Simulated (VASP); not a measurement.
# Si2Mo (ae) (I4/mmm) in VASP: single point with PBE

Aim: the single point of Si2Mo (ae) with PBE.

All numbers are computed with VASP 6.6.1; they aren't measurements. Logs are shortened: lines on timing, memory, paths and dates and some standing lists are left out, and cuts for length are marked.

**1. Starting point**

Symmetry: I4/mmm, No. 139, tetragonal system. The conventional cell has a = 3.217 Å, b = 3.217 Å, c = 7.873 Å, α = 90.00°, β = 90.00°, γ = 90.00°. Around Si (site symmetry 4mm) lie 5 Si at 2.60 to 2.64 Å and 5 Mo at 2.62 to 2.64 Å. Mo (site symmetry 4/mmm) has 10 Si at 2.62 to 2.64 Å as nearest neighbours.

**2. Single point, PBE**

INCAR

```
SYSTEM = Si2Mo
PREC = Accurate
ENCUT = 520
EDIFF = 1E-6
ISMEAR = 0
SIGMA = 0.1
LREAL = .FALSE.
LASPH = .TRUE.
NELM = 100
ALGO = Fast
ISIF = 2
LWAVE = .FALSE.
LCHARG = .FALSE.
GGA = PE
NBANDS = 18
```

KPOINTS

```
regular mesh
0
G
  18 18 18
  0 0 0
```

POSCAR

```
Si2Mo
1.0
   -1.6085767094      1.6085767094      3.9366157289
    1.6085767094     -1.6085767094      3.9366157289
    1.6085767094      1.6085767094     -3.9366157289
Si Mo
2 1
Direct
    0.3350911554      0.3350911554      0.0000000000
    0.6649088446      0.6649088446      0.0000000000
    0.0000000000      0.0000000000      0.0000000000
```

Potentials or basis: VASP PAW PBE potentials, release 64 (Si, Mo_sv).

Started as:

```bash
$ cat potpaw_PBE.64/Si/POTCAR potpaw_PBE.64/Mo_sv/POTCAR > POTCAR
$ mpirun -np 1 vasp_std > vasp.out
```

OUTCAR:

```text
SYSTEM = Si2Mo
   PREC = Accurate
   ENCUT = 520
   EDIFF = 1E-6
   ISMEAR = 0
   LREAL = .FALSE.
   LASPH = .TRUE.
   NELM = 100
   ISIF = 2
   GGA = PE

 ion  position               nearest neighbor table
   1  0.335  0.335  0.000-   2 2.60   3 2.62   3 2.62   3 2.62   3 2.62   3 2.64   2 2.64   2 2.64
                             2 2.64   2 2.64
   2  0.665  0.665  0.000-   1 2.60   3 2.62   3 2.62   3 2.62   3 2.62   3 2.64   1 2.64   1 2.64
                             1 2.64   1 2.64
   3  0.000  0.000  0.000-   2 2.62   2 2.62   1 2.62   1 2.62   2 2.62   2 2.62   1 2.62   1 2.62
                             1 2.64   2 2.64

  LATTYP: Found a body centered tetragonal cell.
 ALAT       =     3.2171534188
 C/A-ratio  =     2.4472663976

  Lattice vectors:

 A1 = (  -1.6085767094,   1.6085767094,   3.9366157289)
 A2 = (   1.6085767094,  -1.6085767094,   3.9366157289)
 A3 = (   1.6085767094,   1.6085767094,  -3.9366157289)

Analysis of symmetry for initial positions (statically):
=====================================================================
 Subroutine PRICEL returns:
 Original cell was already a primitive cell.

 Routine SETGRP: Setting up the symmetry group for a
 body centered tetragonal supercell.

 Subroutine GETGRP returns: Found 16 space group operations
 (whereof 16 operations were pure point group operations)
 out of a pool of 16 trial point group operations.

The static configuration has the point symmetry D_4h.

Analysis of symmetry for dynamics (positions and initial velocities):
=====================================================================
 Subroutine PRICEL returns:
 Original cell was already a primitive cell.

 Routine SETGRP: Setting up the symmetry group for a
 body centered tetragonal supercell.

 Subroutine GETGRP returns: Found 16 space group operations
 (whereof 16 operations were pure point group operations)
 out of a pool of 16 trial point group operations.

The dynamic configuration has the point symmetry D_4h.

 Subroutine INISYM returns: Found 16 space group operations
 (whereof 16 operations are pure point group operations),
 and found     1 'primitive' translations

----------------------------------------------------------------------------------------

                                     Primitive cell

  volume of cell :      40.7443

  direct lattice vectors                    reciprocal lattice vectors
    -1.608576709  1.608576709  3.936615729     0.000000000  0.310833793  0.127012651
     1.608576709 -1.608576709  3.936615729     0.310833793  0.000000000  0.127012651
     1.608576709  1.608576709 -3.936615729     0.310833793  0.310833793  0.000000000

  length of vectors
     4.546645077  4.546645077  4.546645077     0.335782460  0.335782460  0.439585366

  position of ions in fractional coordinates (direct lattice)
     0.335091155  0.335091155  0.000000000
     0.664908845  0.664908845  0.000000000
     0.000000000  0.000000000  0.000000000

  ion indices of the primitive-cell ions
   primitive index   ion index
                 1           1
                 2           2
                 3           3

----------------------------------------------------------------------------------------

 KPOINTS: regular mesh

Automatic generation of k-mesh.
 Grid dimensions read from file:
 generate k-points for:   18   18   18

 Generating k-lattice:

  Cartesian coordinates                     Fractional coordinates (reciprocal lattice)
     0.000000000  0.017268544  0.007056258     0.055555556  0.000000000  0.000000000
     0.017268544  0.000000000  0.007056258     0.000000000  0.055555556  0.000000000
     0.017268544  0.017268544  0.000000000     0.000000000  0.000000000  0.055555556

  Length of vectors
     0.018654581  0.018654581  0.024421409

  Shift w.r.t. Gamma in fractional coordinates (k-lattice)
     0.000000000  0.000000000  0.000000000

 Subroutine IBZKPT returns following result:
 ===========================================

 Found    480 irreducible k-points:

 Following reciprocal coordinates:
            Coordinates               Weight
  0.000000  0.000000  0.000000      1.000000
  0.055556  0.000000  0.000000      8.000000
  0.111111  0.000000  0.000000      8.000000
  0.166667  0.000000  0.000000      8.000000
  0.222222 -0.000000  0.000000      8.000000
  0.277778  0.000000  0.000000      8.000000
[... 16 lines left out ...]
 -0.277778  0.055556  0.000000     16.000000
 -0.222222  0.055556 -0.000000     16.000000
 [... further k-points ...]
   k-points           NKPTS =    480   k-points in BZ     NKDIM =    480   number of bands    NBANDS=     18
   number of dos      NEDOS =    301   number of ions     NIONS =      3
   total plane-waves  NPLWV =  46656
   dimension x,y,z NGX =    36 NGY =   36 NGZ =   36
   dimension x,y,z NGXF=    72 NGYF=   72 NGZF=   72
   ions per type =               2   1
   NGX,Y,Z   is equivalent  to a cutoff of  13.16, 13.16, 13.16 a.u.
   NGXF,Y,Z  is equivalent  to a cutoff of  26.33, 26.33, 26.33 a.u.
 SYSTEM =  Si2Mo
   PREC   = accura    normal or accurate (medium, high low for compatibility)
   ISTART =      0    job   : 0-new  1-cont  2-samecut
   ICHARG =      2    charge: 1-file 2-atom 10-const
   ISPIN  =      1    spin polarized calculation?
   LNONCOLLINEAR =      F non collinear calculations
   LSORBIT =      F    spin-orbit coupling
   LASPH  =      T    aspherical Exc in radial PAW
   ENCUT  =  520.0 eV  38.22 Ry    6.18 a.u.   8.45  8.45  8.45*2*pi/ulx,y,z
   NELM   =    100;   NELMIN=  2; NELMDL= -5     # of ELM steps
   EDIFF  = 0.1E-05   stopping-criterion for ELM
   LREAL  =      F    real-space projection
   EDIFFG = 0.1E-04   stopping-criterion for IOM
   NSW    =      0    number of steps for IOM
   IBRION =     -1    ionic relax: 0-MD 1-quasi-New 2-CG
   NFREE  =      0    steps in history (QN), initial steepest desc. (CG)
   ISIF   =      2    stress and relaxation
   ISYM   =      2    0-nonsym 1-usesym 2-fastsym
   POTIM  = 0.5000    time-step for ionic-motion
   TEBEG  =    0.0;   TEEND  =   0.0 temperature during run
   PSTRESS=    0.0 pullay stress
   NELECT =      22.0000    total number of electrons
   NUPDOWN=      -1.0000    fix difference up-down
   EMIN   =  10.00;   EMAX   =-10.00  energy-range for DOS
   EFERMI =   0.00;   METHOD = LEGACY
   ISMEAR =     0;   SIGMA  =   0.10  broadening in eV -4-tet -1-fermi 0-gaus
   EFERMI_NEDOS =   21; number of points for ismear=-14 and -15
   IALGO  =     68    algorithm
   IMIX   =      4    mixing-type and parameters
     AMIX     =   0.40;   BMIX     =  1.00
     AMIX_MAG =   1.60;   BMIX_MAG =  1.00
  volume/ion in A,a.u.               =      13.58        91.65
  Fermi-wavevector in a.u.,A,eV,Ry     =   1.333092  2.519179 24.179389  1.777135
  Thomas-Fermi vector in A             =   2.461977
   LORBIT       =      0    0 simple, 1 ext, 2 COOP (PROOUT), +10 PAW based schemes
   GGA     = PE    functional components
   LHFCALC =     F    Hartree Fock is set to
   AEXX    =    0.0000 exact exchange contribution
   IVDW    =     0    specifies the selected vdW correction
   LEPSILON=     F    determine dielectric tensor
   LRPA    =     F    only Hartree local field effects (RPA)
 non-spin polarized calculation
 RMM-DIIS sequential band-by-band and
 Gauss-broadening in eV      SIGMA  =   0.10
  energy-cutoff  :      520.00
  volume of cell :       40.74
 maximum number of plane-waves:      1134
 NGX is ok and might be reduce to    36
   NGX = 17   NGY = 17   NGZ = 17

 number of electron      22.0000000 magnetization

 Free energy of the ion-electron system (eV)
  ---------------------------------------------------
  ext. energy  EPLUGINS =         0.00000000
  ---------------------------------------------------
  free energy    TOTEN  =       -23.26227018 eV

  energy without entropy =      -23.26111163  energy(sigma->0) =      -23.26169090

 E-fermi :  12.0677     XC(G=0): -12.3681

 val. band max:       12.0651741989   @ k =   0.0556   0.0556   0.0000
 cond. band min:      12.0755572368   @ k =  -0.1111  -0.1111   0.0556
 fundamental gap:      0.0103830379
 Fermi energy:        12.0676914793

 k-point     1 :       0.0000    0.0000    0.0000
  band No.  band energies     occupation
      1     -48.6672      2.00000
      2     -22.8082      2.00000
      3     -22.7417      2.00000
      4     -22.7417      2.00000
      5      -1.2509      2.00000
      6       5.7633      2.00000
[... 10 lines left out ...]
     17      17.1167      0.00000
     18      17.1167      0.00000

 k-point     2 :       0.0556    0.0000    0.0000
  band No.  band energies     occupation
      1     -48.6667      2.00000
      2     -22.8076      2.00000
      3     -22.7492      2.00000
      4     -22.7410      2.00000
      5      -1.1953      2.00000
      6       5.7655      2.00000
[... 10 lines left out ...]
     17      17.1522      0.00000
     18      17.4878      0.00000

 k-point     3 :       0.1111    0.0000    0.0000
  band No.  band energies     occupation
      1     -48.6652      2.00000
      2     -22.8060      2.00000
      3     -22.7705      2.00000
      4     -22.7391      2.00000
      5      -1.0297      2.00000
      6       5.7609      2.00000
[... 10 lines left out ...]
     17      17.3354      0.00000
     18      18.2991      0.00000

 k-point     4 :       0.1667    0.0000    0.0000
  band No.  band energies     occupation
      1     -48.6629      2.00000
      2     -22.8047      2.00000
      3     -22.8020      2.00000
      4     -22.7360      2.00000
      5      -0.7580      2.00000
      6       5.7099      2.00000
[... 375 lines left out ...]
      4     -22.7316      2.00000
      5       0.5887      2.00000
      6       4.7656      2.00000
[... 10 lines left out ...]
     17      19.0956      0.00000
     18      20.4686      0.00000

 k-point    23 :      -0.2778    0.0556    0.0000
  band No.  band energies     occupation
      1     -48.6566      2.00000
      2     -22.8839      2.00000
      3     -22.7956      2.00000
      4     -22.7354      2.00000
      5       0.0551      2.00000
      6       5.3614      2.00000
[... 10 lines left out ...]
     17      18.8425      0.00000
     18      20.2874      0.00000

 k-point    24 :      -0.2222    0.0556   -0.0000
  band No.  band energies     occupation
      1     -48.6596      2.00000
      2     -22.8420      2.00000
      3     -22.7989      2.00000
      4     -22.7394      2.00000
      5      -0.3950      2.00000
      6       5.7917      2.00000
[... 10 lines left out ...]
     17      18.2093      0.00000
     18      20.4391      0.00000

 [... further k-points ...]

------------------------ aborting loop because EDIFF is reached ----------------------------------------

  FORCE on cell =-STRESS in cart. coord.  units (eV):
  Direction    XX          YY          ZZ          XY          YZ          ZX
  --------------------------------------------------------------------------------------
  -------------------------------------------------------------------------------------
  Total        0.0318864      0.0318864      0.0309910      0.0000000     -0.0000000      0.0000000
  in kB        1.2538623      1.2538623      1.2186535      0.0000000     -0.0000000      0.0000000
  external PRESSURE =       1.2421260 kB  Pullay stress =       0.0000000 kB

 VOLUME and BASIS-vectors are now :
 -----------------------------------------------------------------------------
  energy-cutoff  :      520.00
  volume of cell :       40.74
      direct lattice vectors                 reciprocal lattice vectors
    -1.608576709  1.608576709  3.936615729     0.000000000  0.310833793  0.127012651
     1.608576709 -1.608576709  3.936615729     0.310833793  0.000000000  0.127012651
     1.608576709  1.608576709 -3.936615729     0.310833793  0.310833793  0.000000000

 POSITION                                       TOTAL-FORCE (eV/Angst)
 -----------------------------------------------------------------------------------
      0.00000      0.00000      2.63825        -0.000000     -0.000000     -0.002587
      0.00000      0.00000      5.23498         0.000000      0.000000      0.002587
      0.00000      0.00000      0.00000        -0.000000     -0.000000      0.000000
 -----------------------------------------------------------------------------------
    total drift:                               -0.000000      0.000000     -0.000000

  FREE ENERGIE OF THE ION-ELECTRON SYSTEM (eV)
  ---------------------------------------------------
  free  energy   TOTEN  =       -23.2622701813 eV

  energy  without entropy=      -23.2611116259  energy(sigma->0) =      -23.26169090
```

It took 6.2 min on 1 thread of Intel Xeon Platinum 8488C (Sapphire Rapids), shared host; peak memory 0.47 GiB.

Results:

| Quantity | Value |
| --- | --- |
| Free energy | -23.2623 eV |
| Pressure | 0.1 GPa |
| Band gap on the k mesh | none (metal or under the smearing width) |

Forces on the atoms (eV/Å):
```
Si   0.000  0.000 -0.003
Si   0.000  0.000  0.003
Mo   0.000  0.000  0.000
```
